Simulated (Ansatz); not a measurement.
The system is Sn.

```
Sn
1.0
     0.00000    3.23334    3.23334
     3.23334    0.00000    3.23334
     3.23334    3.23334    0.00000
Sn
2
Direct
  0.75000 0.75000 0.75000
  0.50000 0.50000 0.50000
```

This isn't the form of Sn at room conditions, which is tetragonal (white tin).

Program: Ansatz 0.2.0. Alike in all runs: potentials or basis Ansatz PAW; cell as given; cutoff (eV) 420. Hardware: 2 threads of Intel(R) Xeon(R) Processor @ 2.50GHz (Skylake/Cascade Lake) (shared host).

Task: Order these runs on this cell by their wall time, lowest first.
A. task single point; level B3LYP; spin off; k mesh 4 × 4 × 4; smearing fermi-dirac 0.05 eV; mesh quality coarse
B. task band structure; level PBEsol; spin SOC, no magnetisation; k mesh 5 × 5 × 5; smearing fermi-dirac 0.05 eV; points for each segment of the path 14; mesh quality not flagged
C. task single point; level PBE; spin off; k mesh 7 × 7 × 7; smearing gaussian 0.027 eV; mesh quality not flagged
D. task band structure; level revPBE; spin off; k mesh 7 × 7 × 7; smearing fermi-dirac 0.05 eV; points for each segment of the path 14; mesh quality not flagged

Result: C (4.9 s), D (11 s), A (32 s), B (72 s).

Caveats: some runs use coarse meshes.
